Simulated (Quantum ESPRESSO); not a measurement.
Write the native input for Quantum ESPRESSO 7.5 that does the following.

* Task: band structure
* Functional: PBE
* Potentials or basis: PseudoDojo 0.4 FR PBE standard
* Cutoff: 1088 eV
* Density cutoff: 4354 eV
* k mesh: 9 × 9 × 4
* Occupations: fermi-dirac, width 0.05 eV
* Spin: spin-orbit coupling, no magnetisation
* Mixing beta: 0.5
* Most SCF iterations: 120
* SCF threshold: 6e-10 Ry

MoS2:

```
CELL_PARAMETERS angstrom
3.22746 0.00000 0.00000
-1.61373 2.79507 0.00000
0.00000 0.00000 6.31247
ATOMIC_POSITIONS crystal
Mo 0.00000 0.00000 0.50000
S 0.66667 0.33333 0.74468
S 0.33333 0.66667 0.25532
```

Measurements of this composition are mostly on another form, of space group No. 194.

The input as run:

pw.in

```
&CONTROL
  calculation = 'scf'
  prefix = 'pwscf'
  outdir = './tmp'
  pseudo_dir = './pseudo'
  tprnfor = .true.
  tstress = .true.
  disk_io = 'low'
/
&SYSTEM
  ibrav = 0
  nat = 3
  ntyp = 2
  ecutwfc = 80
  nbnd = 40
  occupations = 'smearing'
  smearing = 'fd'
  degauss = 0.00367493
  noncolin = .true.
  lspinorb = .true.
/
&ELECTRONS
  conv_thr = 6d-10
  electron_maxstep = 120
  mixing_beta = 0.5
/
ATOMIC_SPECIES
Mo    95.9500 Mo.upf
S     32.0600 S.upf
CELL_PARAMETERS bohr
   6.0990240984    0.0000000000    0.0000000000
  -3.0495120492    5.2819098074    0.0000000000
   0.0000000000    0.0000000000   11.9288459328
ATOMIC_POSITIONS bohr
Mo     0.0000000000    0.0000000000    5.9644229664
S      3.0495120495    1.7606366023    8.8831811008
S     -0.0000000003    3.5212732051    3.0456648319
K_POINTS automatic
9 9 4 0 0 0
```

pp_density.in

```
&INPUTPP
  prefix = 'pwscf'
  outdir = './tmp'
  filplot = 'density.dat'
  plot_num = 0
/
&PLOT
  nfile = 1
  filepp(1) = 'density.dat'
  iflag = 3
  output_format = 6
  fileout = 'density.cube'
/
```

pp_potential.in

```
&INPUTPP
  prefix = 'pwscf'
  outdir = './tmp'
  filplot = 'potential.dat'
  plot_num = 11
/
&PLOT
  nfile = 1
  filepp(1) = 'potential.dat'
  iflag = 3
  output_format = 6
  fileout = 'potential.cube'
/
```

bands.in

```
&CONTROL
  calculation = 'bands'
  prefix = 'pwscf'
  outdir = './tmp'
  pseudo_dir = './pseudo'
  disk_io = 'low'
  verbosity = 'high'
/
&SYSTEM
  ibrav = 0
  nat = 3
  ntyp = 2
  ecutwfc = 80
  nbnd = 40
  occupations = 'smearing'
  smearing = 'fd'
  degauss = 0.00367493
  noncolin = .true.
  lspinorb = .true.
/
&ELECTRONS
  conv_thr = 1d-08
  electron_maxstep = 120
  mixing_beta = 0.5
  diago_full_acc = .true.
/
ATOMIC_SPECIES
Mo    95.9500 Mo.upf
S     32.0600 S.upf
CELL_PARAMETERS bohr
   6.0990240984    0.0000000000    0.0000000000
  -3.0495120492    5.2819098074    0.0000000000
   0.0000000000    0.0000000000   11.9288459328
ATOMIC_POSITIONS bohr
Mo     0.0000000000    0.0000000000    5.9644229664
S      3.0495120495    1.7606366023    8.8831811008
S     -0.0000000003    3.5212732051    3.0456648319
K_POINTS crystal
60
 0.0000000000  0.0000000000  0.0000000000 1
 0.0625000000  0.0000000000  0.0000000000 1
 0.1250000000  0.0000000000  0.0000000000 1
 0.1875000000  0.0000000000  0.0000000000 1
 0.2500000000  0.0000000000  0.0000000000 1
 0.3125000000  0.0000000000  0.0000000000 1
 0.3750000000  0.0000000000  0.0000000000 1
 0.4375000000  0.0000000000  0.0000000000 1
 0.5000000000  0.0000000000  0.0000000000 1
 0.4583333333  0.0833333333  0.0000000000 1
 0.4166666667  0.1666666667  0.0000000000 1
 0.3750000000  0.2500000000  0.0000000000 1
 0.3333333333  0.3333333333  0.0000000000 1
 0.3000000000  0.3000000000  0.0000000000 1
 0.2666666667  0.2666666667  0.0000000000 1
 0.2333333333  0.2333333333  0.0000000000 1
 0.2000000000  0.2000000000  0.0000000000 1
 0.1666666667  0.1666666667  0.0000000000 1
 0.1333333333  0.1333333333  0.0000000000 1
 0.1000000000  0.1000000000  0.0000000000 1
 0.0666666667  0.0666666667  0.0000000000 1
 0.0333333333  0.0333333333  0.0000000000 1
 0.0000000000  0.0000000000  0.0000000000 1
 0.0000000000  0.0000000000  0.1666666667 1
 0.0000000000  0.0000000000  0.3333333333 1
 0.0000000000  0.0000000000  0.5000000000 1
 0.0555555556  0.0000000000  0.5000000000 1
 0.1111111111  0.0000000000  0.5000000000 1
 0.1666666667  0.0000000000  0.5000000000 1
 0.2222222222  0.0000000000  0.5000000000 1
 0.2777777778  0.0000000000  0.5000000000 1
 0.3333333333  0.0000000000  0.5000000000 1
 0.3888888889  0.0000000000  0.5000000000 1
 0.4444444444  0.0000000000  0.5000000000 1
 0.5000000000  0.0000000000  0.5000000000 1
 0.4666666667  0.0666666667  0.5000000000 1
 0.4333333333  0.1333333333  0.5000000000 1
 0.4000000000  0.2000000000  0.5000000000 1
 0.3666666667  0.2666666667  0.5000000000 1
 0.3333333333  0.3333333333  0.5000000000 1
 0.3030303030  0.3030303030  0.5000000000 1
 0.2727272727  0.2727272727  0.5000000000 1
 0.2424242424  0.2424242424  0.5000000000 1
 0.2121212121  0.2121212121  0.5000000000 1
 0.1818181818  0.1818181818  0.5000000000 1
 0.1515151515  0.1515151515  0.5000000000 1
 0.1212121212  0.1212121212  0.5000000000 1
 0.0909090909  0.0909090909  0.5000000000 1
 0.0606060606  0.0606060606  0.5000000000 1
 0.0303030303  0.0303030303  0.5000000000 1
 0.0000000000  0.0000000000  0.5000000000 1
 0.5000000000  0.0000000000  0.5000000000 1
 0.5000000000  0.0000000000  0.3333333333 1
 0.5000000000  0.0000000000  0.1666666667 1
 0.5000000000  0.0000000000  0.0000000000 1
 0.3333333333  0.3333333333  0.0000000000 1
 0.3333333333  0.3333333333  0.1250000000 1
 0.3333333333  0.3333333333  0.2500000000 1
 0.3333333333  0.3333333333  0.3750000000 1
 0.3333333333  0.3333333333  0.5000000000 1
```

Potentials or basis: PseudoDojo 0.4 FR PBE standard.

Launch:

```bash
$ OMP_NUM_THREADS=1 pw.x -in pw.in > pw.out
$ OMP_NUM_THREADS=1 pp.x -in pp_density.in > pp_density.out
$ OMP_NUM_THREADS=1 pp.x -in pp_potential.in > pp_potential.out
$ OMP_NUM_THREADS=1 pw.x -in bands.in > bands.out
```

Results of the run:

```json
{"Pressure": "1.3 GPa", "Largest force": "0.300 eV/Å", "Band gap on the k mesh": "none (metal or under the smearing width)"}
```

Caveat: this functional lacks dispersion, which binds the layers, so the pressure and a relaxed spacing across them are unreliable.

It took 12 min on 1 thread of Arm Neoverse V1 (shared host), peak memory 0.41 GiB.
